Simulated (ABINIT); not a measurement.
# NaCl (Fm-3m) in ABINIT: a series of runs

The runs below take NaCl through single point, with LDA, PBE, PBEsol, r2SCAN.

Program: ABINIT 10.8.3 (patched build). These are calculated values, not measurements. Logs are shortened: lines on timing, memory, paths and dates and some standing lists are left out, and cuts for length are marked. The log counts tension as positive stress, the text compression.

## Step 1: Starting point

Symmetry: Fm-3m, No. 225, cubic system. The conventional cell has a = 5.588 Å, b = 5.588 Å, c = 5.588 Å, α = 90.00°, β = 90.00°, γ = 90.00°. Cl (site symmetry m-3m) is surrounded by 6 Na at 2.79 Å. Na (site symmetry m-3m) has 6 Cl at 2.79 Å as nearest neighbours.

The cell is a database's computed one.

## Step 2: Single point, LDA

File run.abi:

```
# Pseudopotentials
pp_dirpath "./"
pseudos "Cl.LDA_PW-JTH.xml, Na.LDA_PW-JTH.xml"

# Structure
acell 7.4670677708 7.4670677708 7.4670677708
rprim
     0.0000000000     0.7071067812     0.7071067812
     0.7071067812     0.0000000000     0.7071067812
     0.7071067812     0.7071067812     0.0000000000
ntypat 2
znucl 17 11
natom 2
typat 1 2
xred
     0.5000000000     0.5000000000     0.5000000000
     0.0000000000     0.0000000000     0.0000000000

# Plane-wave basis
ecut 45.0
pawecutdg 67.5

# k points
kptopt 1
ngkpt 6 6 6
nshiftk 1
shiftk 0.0 0.0 0.0

# Exchange and correlation
ixc 7

# Bands and occupations
nband 12
occopt 3
tsmear 0.00183747

# SCF cycle
nstep 100
tolvrs 1.0e-9

# Output
iomode 3
prtwf 0
prtden 0
prteig 0
prtebands 0
enunit 2
```

Potentials or basis: JTH PAW LDA v2.0.

Command:

```
$ abinit run.abi > log 2>&1
```

run.abo:

```text
.Version 10.8.3 of ABINIT
 Symmetries : space group Fm -3 m (#225); Bravais cF (face-center cubic)
================================================================================
 Values of the parameters that define the memory need of the present run
     intxc =       0    ionmov =       0      iscf =      17    lmnmax =       8
     lnmax =       4     mgfft =      48  mpssoang =       2    mqgrid =    3001
     natom =       2  nloc_mem =       2    nspden =       1   nspinor =       1
    nsppol =       1      nsym =      48    n1xccc =       1    ntypat =       2
    occopt =       3   xclevel =       1
       mpw =        4264          nfft =      110592          nkpt =          16
 PAW method is used; the additional fine FFT grid is defined by:
   mgfftf=        60    nfftf =    216000
================================================================================
================================================================================

--------------------------------------------------------------------------------
------------- Echo of variables that govern the present computation ------------
--------------------------------------------------------------------------------
 -outvars: echo values of preprocessed input variables --------
            acell      7.4670677708E+00  7.4670677708E+00  7.4670677708E+00 Bohr
              amu      3.54527000E+01  2.29897680E+01
             ecut      4.50000000E+01 Hartree
           enunit           2
              ixc           7
         kptrlatt        6    0    0      0    6    0      0    0    6
          kptrlen      4.48024066E+01
            natom           2
            nband          12
            ngfft          48      48      48
          ngfftdg          60      60      60
             nkpt          16
            nstep         100
             nsym          48
           ntypat           2
           occopt           3
        pawecutdg      6.75000000E+01 Hartree
           prtden           0
        prtebands           0
           prteig           0
            prtwf           0
            rprim      0.0000000000E+00  7.0710678120E-01  7.0710678120E-01
                       7.0710678120E-01  0.0000000000E+00  7.0710678120E-01
                       7.0710678120E-01  7.0710678120E-01  0.0000000000E+00
          spgroup         225
           tolvrs      1.00000000E-09
           tsmear      1.83747000E-03 Hartree
            typat      1  2
           useylm           1
           xangst      2.7940632158E+00  2.7940632158E+00  2.7940632158E+00
                       0.0000000000E+00  0.0000000000E+00  0.0000000000E+00
            xcart      5.2800142564E+00  5.2800142564E+00  5.2800142564E+00
                       0.0000000000E+00  0.0000000000E+00  0.0000000000E+00
             xred      5.0000000000E-01  5.0000000000E-01  5.0000000000E-01
                       0.0000000000E+00  0.0000000000E+00  0.0000000000E+00
            znucl       17.00000   11.00000

================================================================================

 chkinp: Checking input parameters for consistency.

================================================================================
== DATASET  1 ==================================================================

--- !DatasetInfo
iteration_state: {dtset: 1, }
dimensions: {natom: 2, nkpt: 16, mband: 12, nsppol: 1, nspinor: 1, nspden: 1, mpw: 4264, }
cutoff_energies: {ecut:  45.0, pawecutdg:  67.5, }
electrons: {nelect:   1.60000000E+01, charge:   0.00000000E+00, occopt:   3.00000000E+00, tsmear:   1.83747000E-03, }
meta: {optdriver: 0, ionmov: 0, optcell: 0, iscf: 17, paral_kgb: 0, }
...

 Exchange-correlation functional for the present dataset will be:
  LDA: Perdew-Wang 92 LSD fit to Ceperley-Alder data - ixc=7
  J.P.Perdew and Y.Wang, PRB 45, 13244 (1992)

 Real(R)+Recip(G) space primitive vectors, cartesian coordinates (Bohr,Bohr^-1):
 R(1)=  0.0000000  5.2800143  5.2800143  G(1)= -0.0946967  0.0946967  0.0946967
 R(2)=  5.2800143  0.0000000  5.2800143  G(2)=  0.0946967 -0.0946967  0.0946967
 R(3)=  5.2800143  5.2800143  0.0000000  G(3)=  0.0946967  0.0946967 -0.0946967
 Unit cell volume ucvol=  2.9439829E+02 bohr^3
 Angles (23,13,12)=  6.00000000E+01  6.00000000E+01  6.00000000E+01 degrees

 Coarse grid specifications (used for wave-functions):

 getcut: wavevector=  0.0000  0.0000  0.0000  ngfft=  48  48  48
         ecut(hartree)=     45.000   => boxcut(ratio)=   2.12873

 Fine grid specifications (used for densities):

 getcut: wavevector=  0.0000  0.0000  0.0000  ngfft=  60  60  60
         ecut(hartree)=     67.500   => boxcut(ratio)=   2.17262

--- Pseudopotential description ------------------------------------------------
[... 44 lines left out ...]
  sigma(1 1)=  5.83564415E-05  sigma(3 2)=  0.00000000E+00
  sigma(2 2)=  5.83564415E-05  sigma(3 1)=  0.00000000E+00
  sigma(3 3)=  5.83564415E-05  sigma(2 1)=  0.00000000E+00

--- !ResultsGS
iteration_state: {dtset: 1, }
comment   : Summary of ground state results
lattice_vectors:
- [  0.0000000,   5.2800143,   5.2800143, ]
- [  5.2800143,   0.0000000,   5.2800143, ]
- [  5.2800143,   5.2800143,   0.0000000, ]
lattice_lengths: [   7.46707,    7.46707,    7.46707, ]
lattice_angles: [ 60.000,  60.000,  60.000, ] # degrees, (23, 13, 12)
lattice_volume:   2.9439829E+02
convergence: {deltae:  1.321E-11, res2:  5.808E-10, residm:  7.171E-06, diffor: null, }
etotal    :  -6.33419644E+01
entropy   :   0.00000000E+00
fermie    :   3.00054509E-02
cartesian_stress_tensor: # hartree/bohr^3
- [  5.83564415E-05,   0.00000000E+00,   0.00000000E+00, ]
- [  0.00000000E+00,   5.83564415E-05,   0.00000000E+00, ]
- [  0.00000000E+00,   0.00000000E+00,   5.83564415E-05, ]
pressure_GPa:  -1.7169E+00
xred      :
- [  5.0000E-01,   5.0000E-01,   5.0000E-01, Cl]
- [  0.0000E+00,   0.0000E+00,   0.0000E+00, Na]
cartesian_forces: # hartree/bohr
- [ -0.00000000E+00,  -0.00000000E+00,  -0.00000000E+00, ]
- [ -0.00000000E+00,  -0.00000000E+00,  -0.00000000E+00, ]
force_length_stats: {min:   0.00000000E+00, max:   0.00000000E+00, mean:   0.00000000E+00, }
...

 Integrated electronic density in atomic spheres:
 ------------------------------------------------
 Atom  Sphere_radius  Integrated_density
    1        1.80365          4.35791150
    2        1.60199          7.61318834

================================================================================

 ----iterations are completed or convergence reached----

 Mean square residual over all n,k,spin=   60.026E-09; max=  71.707E-07
 reduced coordinates (array xred) for    2 atoms
       0.500000000000      0.500000000000      0.500000000000
       0.000000000000      0.000000000000      0.000000000000
 rms dE/dt=  0.0000E+00; max dE/dt=  0.0000E+00; dE/dt below (all hartree)
    1       0.000000000000      0.000000000000      0.000000000000
    2       0.000000000000      0.000000000000      0.000000000000

 cartesian coordinates (angstrom) at end:
    1      2.79406321584100     2.79406321584100     2.79406321584100
    2      0.00000000000000     0.00000000000000     0.00000000000000

 cartesian forces (hartree/bohr) at end:
    1     -0.00000000000000    -0.00000000000000    -0.00000000000000
    2     -0.00000000000000    -0.00000000000000    -0.00000000000000
 frms,max,avg= 0.0000000E+00 0.0000000E+00   0.000E+00  0.000E+00  0.000E+00 h/b

 cartesian forces (eV/Angstrom) at end:
    1     -0.00000000000000    -0.00000000000000    -0.00000000000000
    2     -0.00000000000000    -0.00000000000000    -0.00000000000000
 frms,max,avg= 0.0000000E+00 0.0000000E+00   0.000E+00  0.000E+00  0.000E+00 e/A
 length scales=  7.467067770800  7.467067770800  7.467067770800 bohr
              =  3.951402093895  3.951402093895  3.951402093895 angstroms
 Fermi (or HOMO) energy (hartree) =   0.03001   Average Vxc (hartree)=  -0.32291
 Eigenvalues (hartree) for nkpt=  16  k points:
 kpt#   1, nband= 12, wtk=  0.00463, kpt=  0.0000  0.0000  0.0000 (reduced coord)
  -1.80508   -0.79436   -0.79436   -0.79436   -0.49710   -0.03157   -0.03157   -0.03157
   0.14449    0.36685    0.36685    0.36685
      occupation numbers for kpt#   1
   2.00000    2.00000    2.00000    2.00000    2.00000    2.00000    2.00000    2.00000
   0.00000    0.00000    0.00000    0.00000
 prteigrs : prtvol=0 or 1, do not print more k-points.

 Fermi (or HOMO) energy (eV) =   0.81649   Average Vxc (eV)=  -8.78674
 Eigenvalues (   eV  ) for nkpt=  16  k points:
 kpt#   1, nband= 12, wtk=  0.00463, kpt=  0.0000  0.0000  0.0000 (reduced coord)
 -49.11884  -21.61565  -21.61565  -21.61565  -13.52681   -0.85915   -0.85915   -0.85915
   3.93191    9.98238    9.98238    9.98238
 prteigrs : prtvol=0 or 1, do not print more k-points.

--- !EnergyTerms
iteration_state     : {dtset: 1, }
comment             : Components of total free energy in Hartree
kinetic             :  1.54752753070690E+01
hartree             :  1.90968990677026E+01
xc                  : -7.25124471917715E+00
Ewald energy        : -3.47223689895781E+01
psp_core            :  1.18372182273604E+00
local_psp           : -4.60903008317712E+01
PAW spherical_terms : -1.10339407780055E+01
internal            : -6.33419591210243E+01
'-kT*entropy'       :  1.25327346604707E-15
total_energy        : -6.33419591210243E+01
total_energy_eV     : -1.72362251521933E+03
...

--- !EnergyTermsDC
iteration_state     : {dtset: 1, }
comment             : '"Double-counting" decomposition of free energy'
band_energy         : -9.73185367902766E+00
Ewald energy        : -3.47223689895781E+01
psp_core            :  1.18372182273604E+00
xc_dc               : -1.80489431964376E+01
PAW spherical_terms : -2.02252039407229E+00
internal            : -6.33419644363796E+01
'-kT*entropy'       :  1.25327346604707E-15
total_energy_dc     : -6.33419644363796E+01
total_energy_dc_eV  : -1.72362265985752E+03
...

--- !EnergyTermsWithPAWCore
iteration_state     : {dtset: 1, }
comment             : 'Components of total free energy, including PAW core contributions'
Total energy        : -6.22042673142278E+02
Total energy DC     : -6.22042678457633E+02
Total energy (eV)   : -1.69266434403570E+04
Total energy DC (eV): -1.69266435849952E+04
...

 Cartesian components of stress tensor (hartree/bohr^3)
  sigma(1 1)=  5.83564415E-05  sigma(3 2)=  0.00000000E+00
  sigma(2 2)=  5.83564415E-05  sigma(3 1)=  0.00000000E+00
  sigma(3 3)=  5.83564415E-05  sigma(2 1)=  0.00000000E+00

-Cartesian components of stress tensor (GPa)         [Pressure= -1.7169E+00 GPa]
- sigma(1 1)=  1.71690578E+00  sigma(3 2)=  0.00000000E+00
- sigma(2 2)=  1.71690578E+00  sigma(3 1)=  0.00000000E+00
- sigma(3 3)=  1.71690578E+00  sigma(2 1)=  0.00000000E+00

== END DATASET(S) ==============================================================
================================================================================

 -outvars: echo values of variables after computation  --------
            acell      7.4670677708E+00  7.4670677708E+00  7.4670677708E+00 Bohr
           etotal     -6.3341964436E+01
            fcart     -0.0000000000E+00 -0.0000000000E+00 -0.0000000000E+00
                      -0.0000000000E+00 -0.0000000000E+00 -0.0000000000E+00
            rprim      0.0000000000E+00  7.0710678120E-01  7.0710678120E-01
                       7.0710678120E-01  0.0000000000E+00  7.0710678120E-01
                       7.0710678120E-01  7.0710678120E-01  0.0000000000E+00
           strten      5.8356441472E-05  5.8356441472E-05  5.8356441472E-05
                       0.0000000000E+00  0.0000000000E+00  0.0000000000E+00
           xangst      2.7940632158E+00  2.7940632158E+00  2.7940632158E+00
                       0.0000000000E+00  0.0000000000E+00  0.0000000000E+00
             xred      5.0000000000E-01  5.0000000000E-01  5.0000000000E-01
                       0.0000000000E+00  0.0000000000E+00  0.0000000000E+00
 Calculation completed.
```

Run time: 26 s. Hardware: 1 thread of Arm Neoverse V1, shared host; peak memory 0.13 GiB.

What came out:

| Property | Result |
| --- | --- |
| Free energy | -1723.6227 eV |
| Pressure | -1.7 GPa |
| Band gap on the k mesh | 4.79 eV, direct |
| Valence electrons inside the program's atomic spheres | Cl 4.36; Na 7.61 |

Levels at points of the mesh, in eV from the valence-band top:
```tsv
k point	band 6	band 7	band 8	band 9	band 10	band 11
(0.00, 0.00, 0.00)	0.00	0.00	0.00	4.79	10.84	10.84
(0.50, 0.00, 0.00)	-2.10	-0.28	-0.28	6.92	10.50	10.65
(0.50, 0.50, 0.00)	-1.82	-0.65	-0.65	7.22	7.72	11.13
```

A hybrid or GW would open this gap; LDA tends to underestimate it.

## Step 3: Single point, PBE

Edit run.abi of step 2 so:

```diff
@@ -2,3 +2,3 @@
 pp_dirpath "./"
-pseudos "Cl.LDA_PW-JTH.xml, Na.LDA_PW-JTH.xml"
+pseudos "Cl.GGA_PBE-JTH.xml, Na.GGA_PBE-JTH.xml"
 
@@ -24,3 +24,3 @@
 kptopt 1
-ngkpt 6 6 6
+ngkpt 5 5 5
 nshiftk 1
@@ -29,3 +29,3 @@
 # Exchange and correlation
-ixc 7
+ixc 11
 
@@ -34,3 +34,3 @@
 occopt 3
-tsmear 0.00183747
+tsmear 0.05 eV
 
@@ -46,2 +46 @@
 prtebands 0
-enunit 2
```

Potentials or basis: JTH PAW PBE v2.0.

Command:

```
$ abinit run.abi > log 2>&1
```

Run time: 16 s. Hardware: 1 thread of Arm Neoverse V1, shared host; peak memory 0.15 GiB.

It converged, with:

| Quantity | Value |
| --- | --- |
| Free energy | -1724.3413 eV |
| Pressure | 1.7 GPa |
| Band gap on the k mesh | 5.21 eV, direct |
| Valence electrons inside the program's atomic spheres | Cl 4.38; Na 7.62 |

Levels at points of the mesh, in eV from the valence-band top:
```tsv
k point	band 6	band 7	band 8	band 9	band 10	band 11
(0.00, 0.00, 0.00)	0.00	0.00	0.00	5.21	11.12	11.12
```

(Part 1 of 2 ends here.)
